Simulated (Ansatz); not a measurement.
A strain series on a 6-atom cell of SnO2 (I4_1/amd) from a materials database with HSE06 in Ansatz; the unstrained cell is the r2SCAN minimum. (Simulation; spin polarisation is off.)

Input of the unstrained run:
```yaml
crystal:
  lattice:
    - [-1.9996377057, 1.9996377057, 5.1012501359]
    - [1.9996377057, -1.9996377057, 5.1012501359]
    - [1.9996377057, 1.9996377057, -5.1012501359]
  atoms:
    - { symbol: Sn, position: [0.75, 0.25, 0.5] }
    - { symbol: Sn, position: [0.0, 0.0, 0.0] }
    - { symbol: O, position: [0.7963396012, 0.7963396012, 0.0] }
    - { symbol: O, position: [0.9536603988, 0.4536603988, 0.5] }
    - { symbol: O, position: [0.2036603988, 0.2036603988, 0.0] }
    - { symbol: O, position: [0.5463396012, 0.0463396012, 0.5] }
kpoints:
  mp_grid: { grid: [6, 6, 6] }
  band_path:
    path:
      - [0.0, 0.0, 0.0]
      - [0.0, 0.0, 0.5]
      - [0.25, 0.25, 0.25]
      - [0.0, 0.5, 0.0]
      - [0.5, 0.5, -0.5]
      - [0.2884139887, 0.7115860113, -0.2884139887]
      - [-0.2884139887, 0.2884139887, 0.2884139887]
      - [-0.0768279775, 0.0768279775, 0.5]
      - [0.5, 0.5, -0.0768279775]
      - [0.1875, 0.1875, 0.270833]
    npoints: 1
hamiltonian:
  xc: hse06
scf:
  occupations: { method: fixed }
  n_extra_bands: 5
output:
  forces: true
  stress: true
  eigenvalues: true
```

Its main results, and the levels near the gap at the points of the path (eV from the Fermi energy, bands numbered from 0, names kept under strain):
```
Crystal: 6 atoms, lattice volume = 81.590 Å³
Basis set: ecut = 420 eV, 1605 PW (Γ), FFT grids on a1+a3, a2+a3, a3
Symmetry: 16 space group operations
Space group: I41/amd (ITA 141)
k-points: 30 of 216
Free energy (F): -14325.140012 eV
Fermi energy:    5.762788 eV
--- Forces (eV/Å), atoms counted from 1 ---
  atom   1  Sn      0.00000      0.00000      0.00000
  atom   2  Sn      0.00000      0.00000      0.00000
  atom   3  O       0.00000      0.00000      0.10867
  atom   4  O       0.00000      0.00000    -0.10867
  atom   5  O       0.00000      0.00000    -0.10867
  atom   6  O       0.00000      0.00000      0.10867
--- Stress (GPa, compression-positive) ---
       -1.122389       0.000000       0.000000
        0.000000      -1.122389       0.000000
        0.000000       0.000000      -1.561126
  P = ⅓ Tr σ = -1.2686 GPa (-12.686 kbar)
```
```tsv
point	band_23	band_24	band_25	band_26	band_27	band_28
Γ	-0.623	-0.464	-0.464	3.402	7.612	11.261
X	-0.646	-0.031	-0.031	9.599	9.599	9.609
P	-0.474	0.010	0.010	9.476	9.476	9.992
N	-0.859	-0.531	-0.199	6.970	8.362	9.867
M	-1.078	-0.338	-0.338	6.165	6.165	9.552
S	-0.765	-0.306	-0.191	6.896	8.349	9.570
S₀	-0.765	-0.306	-0.191	6.896	8.349	9.570
R	-0.364	-0.068	-0.068	8.923	8.923	10.084
G	-0.364	-0.068	-0.068	8.923	8.923	10.084
(0.188,0.188,0.271)	-0.363	-0.011	-0.001	9.122	9.496	10.014
```

Another run changes these blocks:
```yaml
crystal:
  lattice:
    - [-1.9930389013, 1.9930389013, 5.0844160105]
    - [1.9930389013, -1.9930389013, 5.0844160105]
    - [1.9930389013, 1.9930389013, -5.0844160105]
  atoms:
    - { symbol: Sn, position: [0.75, 0.25, 0.5] }
    - { symbol: Sn, position: [0.0, 0.0, 0.0] }
    - { symbol: O, position: [0.7959402506, 0.7959402506, 0.0] }
    - { symbol: O, position: [0.9540597494, 0.4540597494, 0.5] }
    - { symbol: O, position: [0.2040597494, 0.2040597494, 0.0] }
    - { symbol: O, position: [0.5459402506, 0.0459402506, 0.5] }
kpoints:
  mp_grid: { grid: [6, 6, 6] }
  band_path:
    path:
      - [0.0, 0.0, 0.0]
      - [0.0, 0.0, 0.5]
      - [0.25, 0.25, 0.25]
      - [0.0, 0.5, 0.0]
      - [0.5, 0.5, -0.5]
      - [0.2884139887, 0.7115860113, -0.2884139887]
      - [-0.2884139887, 0.2884139887, 0.2884139887]
      - [-0.0768279775, 0.0768279775, 0.5]
      - [0.5, 0.5, -0.0768279775]
      - [0.260417, 0.322917, 0.208333]
    npoints: 1
output:
  forces: true
  stress: true
  eigenvalues: true
  write_density: true
  write_potential: true
  elf: true
  volumetric_format: npy
```

```
Crystal: 6 atoms, lattice volume = 80.785 Å³
Basis set: ecut = 420 eV, 1589 PW (Γ)
Symmetry: 16 space group operations
Space group: I41/amd (ITA 141)
k-points: 30 of 216
Free energy (F): -14325.140465 eV
Fermi energy:    5.895767 eV
--- Forces (eV/Å), atoms counted from 1 ---
  atom   1  Sn      0.00000      0.00000      0.00000
  atom   2  Sn      0.00000      0.00000      0.00000
  atom   3  O       0.00000      0.00000      0.10748
  atom   4  O       0.00000      0.00000    -0.10748
  atom   5  O       0.00000      0.00000    -0.10748
  atom   6  O       0.00000      0.00000      0.10748
--- Stress (GPa, compression-positive) ---
        0.638899       0.000000       0.000000
        0.000000       0.638899       0.000000
        0.000000       0.000000      -0.000833
  P = ⅓ Tr σ = 0.4257 GPa (4.257 kbar)
```
```tsv
point	band_23	band_24	band_25	band_26	band_27	band_28
Γ	-0.636	-0.482	-0.482	3.499	7.688	11.306
X	-0.656	-0.030	-0.030	9.664	9.664	9.725
P	-0.471	0.010	0.010	9.584	9.584	10.061
N	-0.874	-0.544	-0.205	7.084	8.455	9.927
M	-1.088	-0.353	-0.353	6.251	6.251	9.588
S	-0.781	-0.313	-0.195	7.010	8.448	9.632
S₀	-0.781	-0.313	-0.195	7.010	8.448	9.632
R	-0.367	-0.068	-0.068	9.019	9.019	10.171
G	-0.367	-0.068	-0.068	9.019	9.019	10.171
(0.260,0.323,0.208)	-0.375	-0.001	0.003	9.327	9.629	10.090
```

Task: Which strain is this, and what did it do?

Result: Isotropic -0.33 % on every length, atoms relaxed again. HSE06: the gap goes from 3.391 to 3.489 eV (+0.098 eV).

Another run changes these blocks:
```yaml
crystal:
  lattice:
    - [-1.9006556393, 1.9006556393, 5.4585185254]
    - [1.9006556393, -1.9006556393, 5.4585185254]
    - [1.9006556393, 1.9006556393, -5.4585185254]
  atoms:
    - { symbol: Sn, position: [0.75, 0.25, 0.5] }
    - { symbol: Sn, position: [0.0, 0.0, 0.0] }
    - { symbol: O, position: [0.8032988247, 0.8032988247, 0.0] }
    - { symbol: O, position: [0.9467011753, 0.4467011753, 0.5] }
    - { symbol: O, position: [0.1967011753, 0.1967011753, 0.0] }
    - { symbol: O, position: [0.5532988247, 0.0532988247, 0.5] }
kpoints:
  mp_grid: { grid: [6, 6, 6] }
  band_path:
    path:
      - [0.0, 0.0, 0.0]
      - [0.0, 0.0, 0.5]
      - [0.25, 0.25, 0.25]
      - [0.0, 0.5, 0.0]
      - [0.5, 0.5, -0.5]
      - [0.2884139887, 0.7115860113, -0.2884139887]
      - [-0.2884139887, 0.2884139887, 0.2884139887]
      - [-0.0768279775, 0.0768279775, 0.5]
      - [0.5, 0.5, -0.0768279775]
      - [0.0, 0.0, 0.40625]
    npoints: 1
output:
  forces: true
  stress: true
  eigenvalues: true
  write_density: true
  write_potential: true
  elf: true
  volumetric_format: npy
```

```
Crystal: 6 atoms, lattice volume = 78.875 Å³
Basis set: ecut = 420 eV, 1559 PW (Γ)
Symmetry: 16 space group operations
Space group: I41/amd (ITA 141)
k-points: 30 of 216
Free energy (F): -14324.831219 eV
Fermi energy:    6.380863 eV
--- Forces (eV/Å), atoms counted from 1 ---
  atom   1  Sn      0.00000      0.00000      0.00000
  atom   2  Sn      0.00000      0.00000      0.00000
  atom   3  O       0.00000      0.00000      0.03803
  atom   4  O       0.00000      0.00000    -0.03803
  atom   5  O       0.00000      0.00000    -0.03803
  atom   6  O       0.00000      0.00000      0.03803
--- Stress (GPa, compression-positive) ---
       12.308441       0.000000       0.000000
        0.000000      12.308441       0.000000
        0.000000       0.000000      -1.175431
  P = ⅓ Tr σ = 7.8138 GPa (78.138 kbar)
```
```tsv
point	band_23	band_24	band_25	band_26	band_27	band_28
Γ	-0.746	-0.491	-0.491	3.566	8.159	10.443
X	-0.741	-0.151	-0.151	9.850	9.850	9.893
P	-0.390	-0.270	-0.270	9.734	9.734	10.234
N	-0.949	-0.574	-0.178	7.162	8.526	9.825
M	-1.311	-0.333	-0.333	6.507	6.507	8.992
S	-0.857	-0.456	-0.132	7.078	8.581	9.392
S₀	-0.857	-0.456	-0.132	7.078	8.581	9.392
R	-0.500	-0.202	-0.202	9.250	9.250	10.282
G	-0.500	-0.202	-0.202	9.250	9.250	10.282
(0,0,0.406)	-0.793	-0.255	0.088	8.815	9.691	10.142
```

Task: Which strain is this, and what did it do?

Result: Epitaxial -4.95 % in the xy plane, free normal strain +7.00 %, atoms relaxed again. HSE06: the gap goes from 3.391 to 3.478 eV (+0.087 eV); the edges go from P → Γ to Γ–X (0.81) → Γ.

Another run changes these blocks:
```yaml
crystal:
  lattice:
    - [-1.954045966, 1.954045966, 5.1012501359]
    - [1.954045966, -1.954045966, 5.1012501359]
    - [2.0452294454, 2.0452294454, -5.1012501359]
  atoms:
    - { symbol: Sn, position: [0.75, 0.25, 0.5] }
    - { symbol: Sn, position: [0.0, 0.0, 0.0] }
    - { symbol: O, position: [0.7964012638, 0.7964012638, 0.0] }
    - { symbol: O, position: [0.9535987362, 0.4535987362, 0.5] }
    - { symbol: O, position: [0.2035987362, 0.2035987362, 0.0] }
    - { symbol: O, position: [0.5464012638, 0.0464012638, 0.5] }
kpoints:
  mp_grid: { grid: [6, 6, 6] }
  band_path:
    path:
      - [0.0, 0.0, 0.0]
      - [0.0, 0.0, 0.5]
      - [0.25, 0.25, 0.25]
      - [0.0, 0.5, 0.0]
      - [0.5, 0.5, -0.5]
      - [0.2884139887, 0.7115860113, -0.2884139887]
      - [-0.2884139887, 0.2884139887, 0.2884139887]
      - [-0.0768279775, 0.0768279775, 0.5]
      - [0.5, 0.5, -0.0768279775]
      - [0.260417, 0.260417, 0.197917]
    npoints: 1
output:
  forces: true
  stress: true
  eigenvalues: true
  write_density: true
  write_potential: true
  elf: true
  volumetric_format: npy
```

```
Crystal: 6 atoms, lattice volume = 81.548 Å³
Basis set: ecut = 420 eV, 1605 PW (Γ)
Symmetry: 8 space group operations
Space group: Fddd (ITA 70)
k-points: 46 of 216
Free energy (F): -14325.117030 eV
Fermi energy:    5.803497 eV
--- Forces (eV/Å), atoms counted from 1 ---
  atom   1  Sn      0.00000      0.00000      0.00000
  atom   2  Sn      0.00000      0.00000      0.00000
  atom   3  O       0.00000      0.00000      0.11153
  atom   4  O       0.00000      0.00000    -0.11153
  atom   5  O       0.00000      0.00000    -0.11153
  atom   6  O       0.00000      0.00000      0.11153
--- Stress (GPa, compression-positive) ---
       -1.114820      -2.024261       0.000000
       -2.024261      -1.114820       0.000000
        0.000000       0.000000      -1.535927
  P = ⅓ Tr σ = -1.2552 GPa (-12.552 kbar)
```
```tsv
point	band_23	band_24	band_25	band_26	band_27	band_28
Γ	-0.642	-0.534	-0.342	3.364	7.575	11.233
X	-0.691	-0.098	-0.098	9.505	9.505	9.525
P	-0.504	-0.010	-0.010	9.431	9.431	9.928
N	-0.884	-0.553	-0.222	6.933	8.322	9.812
M	-1.128	-0.343	-0.343	6.132	6.132	9.520
S	-0.790	-0.329	-0.216	6.860	8.310	9.521
S₀	-0.790	-0.329	-0.216	6.860	8.310	9.521
R	-0.377	-0.130	-0.130	8.856	8.856	9.977
G	-0.408	-0.046	-0.046	8.911	8.911	10.104
(0.260,0.260,0.198)	-0.350	-0.033	-0.005	9.074	9.444	9.997
```

Task: Which strain is this, and what did it do?

Result: Xy shear, engineering strain (angle) +4.56 %, atoms relaxed again. HSE06: the gap goes from 3.391 to 3.364 eV (-0.027 eV); the edges go from P → Γ to (1/3, 1/3, 1/6) → Γ.

Spin-orbit coupling is left out, which matters wherever the heavy atoms make up the band edges.

The stress of a hybrid is loosely converged in these runs.
